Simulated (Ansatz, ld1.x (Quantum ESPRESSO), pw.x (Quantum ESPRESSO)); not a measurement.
# tungsten: does the RRKJ potential hold in the solid?

* Element: W
* Generator: ld1.x (Quantum ESPRESSO) 7.5
* Type: norm-conserving RRKJ (Kleinman–Bylander form)
* Functional: PBE
* Relativity: scalar-relativistic
* Frozen core: [Xe] 4f14
* Valence charge: 6
* Reference configuration: 5d4 6s2 6p0
* Partial waves: 6p (bound, empty): rc 2.85 bohr; 5d (bound): rc 2.70 bohr; 5f channel at 0.45 Ry: rc 2.85 bohr; 6s (bound): rc 2.84 bohr
* Local potential: the s channel
* Core correction: none

Atomic tests: cutoffs needed: 21 Ry and 25 Ry (the cutoffs (Ry, on a coarse ladder) from which the occupation-weighted sum of valence levels, in a spherical-Bessel basis at the reference potential, stays within 10 and 1 mRy of its value at 400 Ry); ghost test: no extra level below or beside the all-electron valence levels (p, d, f, s tested) (spherical-Bessel basis up to 400 Ry, 20 bohr box); largest excitation error: +71 meV (all-electron minus pseudo) for 5d4 6s0 6p0, out of 7 test configurations.

Crystal test: diamond W in pw.x 7.5, no spin, 8³ k-points, Fermi–Dirac smearing 0.01 Ry, cutoffs 35/140 Ry. The reference is all-electron LAPW (Ansatz 0.2.0) with the same functional, mesh and smearing; V0 and B0 come from Birch–Murnaghan fits to the pressures at five volumes. Errors are pseudo minus all-electron; Δ is the rms difference of the E(V) curves that follow from these fits, minima aligned, over ±6 % about the mean V0. Mesh and smearing are coarse, so the numbers serve the comparison and aren't converged zero-temperature values; the lattice is a test structure that the element need not adopt.

All-electron: a0 = 5.834 Å (V0 = 24.82 Å³/atom), B0 = 119.3 GPa.

Problem. How far does the potential miss the all-electron equation of state?

Solution. mean pressure error (GPa): -0.85; a0 (Å): 5.820; a0 error (%): -0.24; B0 error (%): -6.8; Δ (meV/atom): 4.9. The largest radius (2.85 bohr) exceeds half the bond length (2.39 bohr), so the spheres overlap, which is one possible source of error among others.

```csv
V (Å³/atom),P all-electron (GPa),P pseudo (GPa)
23.598,6.65,5.19
24.219,3.09,1.99
24.840,-0.08,-0.88
25.461,-2.88,-3.44
26.082,-5.37,-5.72
```

Problem. At the middle volume, how do free energy and pressure move when the wave cutoff is lowered (ecutrho kept at four times it)?

Solution.

| cutoff (Ry) | shift of F (meV/atom) | shift of P (GPa) |
| --- | --- | --- |
| 16 | +1304.7 | -40.51 |
| 21 | +53.7 | -3.11 |
| 28 | +3.9 | -0.01 |

The run at the middle volume (29 k-points, 9 iterations) took about 5.9 s on one core of a shared host (Neoverse-V1, 64 threads, 495 GiB, load 18).
